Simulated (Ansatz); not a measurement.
Born–Oppenheimer molecular dynamics of a periodic cell of 34 atoms, H₂₂CO₁₁ (packed as 10 H2O + 1 H2CO, density as packed 0.97 g/cm³ with natural masses). It goes on from the last frame of an earlier run, with new velocities.

Level of theory: DFT PBE-D3(BJ), scalar-relativistic, plane waves, PAW (Ansatz 0.2.0). Settings: cutoff 420 eV, k mesh 1x1x1, fermi-dirac smearing 0.02 eV, no spin polarisation.

* ensemble: NVT, Nosé–Hoover chain
* time step: 2 fs
* steps asked: 200
* set temperature: 1000 K
* thermostat: time constant 100 fs, chain length 1
* seed: 161782

First frame:

```xyz
34
Lattice="7.1204 0.0000 0.0000 0.0000 7.1204 0.0000 0.0000 0.0000 7.1204" Properties=species:S:1:pos:R:3
O 2.924 1.588 3.331
H 2.247 1.749 3.998
H 2.867 0.749 2.932
O 0.849 3.154 2.200
H 0.175 2.892 1.562
H 1.379 2.385 2.403
O 3.427 7.683 6.737
H 3.182 7.794 7.706
H 3.046 8.561 6.273
O 6.195 5.189 6.723
H 5.607 5.735 6.083
H 7.071 5.378 6.398
O 4.318 3.641 1.799
H 3.414 3.471 2.121
H 4.496 4.258 2.576
O 2.735 2.722 5.681
H 1.801 2.587 5.801
H 2.717 3.385 6.397
O 1.871 6.632 2.195
H 2.303 5.962 1.589
H 0.903 6.556 1.810
O 5.233 6.546 4.636
H 5.914 7.096 4.928
H 5.223 6.705 3.627
O 5.091 6.679 1.922
H 4.689 7.482 1.441
H 5.387 6.122 1.186
O 2.049 5.540 5.613
H 2.817 6.247 5.735
H 1.989 5.471 4.670
O 0.017 1.954 4.943
C -0.817 2.817 4.655
H -0.760 3.398 3.786
H -1.652 2.990 5.372
```

What does the run give?

The run went to its last step.

| Property | Result |
| --- | --- |
| steps done | 200 |
| time covered | 400 fs |
| mean temperature over the second half | 0 K |
| spread of the potential energy over the second half | 24.6 meV per atom |
| mean potential energy of the second half above the start | 170.7 meV per atom |

The conserved energy changed by up to 7.1e+06 meV per atom, so the integration failed: the time step of 2 fs is too long for the fastest motions that this run met, and the later frames carry no physical meaning.

What happens to the structure?

Mean squared displacements from the first frame to the last, about the centre of mass: O 0.92 Å², H 658.38 Å², C 75.75 Å². The details hang on the random start.

How do temperature and energy run in time?


```
time (fs)  T (K)  potential energy less start (eV)  conserved less start (meV/atom)
      0.0   1000                             0.000                             0.00
     20.0   1025                             0.282                            11.26
     40.0    931                             1.424                            32.44
     60.0   2746                             3.627                           323.64
     80.0  11423                            11.740                          3160.42
    100.0   6958                             4.505                          4463.19
    120.0   2917                             5.568                          5098.34
    140.0  32394                            33.632                         10759.54
    160.0      2                            15.716                       7105860.04
    180.0      0                             9.891                       7105852.03
    200.0      0                             7.700                       7105850.90
    220.0      0                             7.086                       7105850.80
    240.0      0                             6.596                       7105850.72
    260.0      0                             6.210                       7105850.65
    280.0      0                             5.896                       7105850.61
    300.0      0                             5.632                       7105850.58
    320.0      0                             5.401                       7105850.56
    340.0      0                             5.193                       7105850.55
    360.0      0                             5.004                       7105850.53
    380.0      0                             4.830                       7105850.52
    400.0      0                             4.668                       7105850.52
```

Time of the run: 9.9 min on 1 thread of AMD EPYC 7R43 64-Core Processor (Zen 3), with other jobs on the host, peak memory 0.51 GiB.
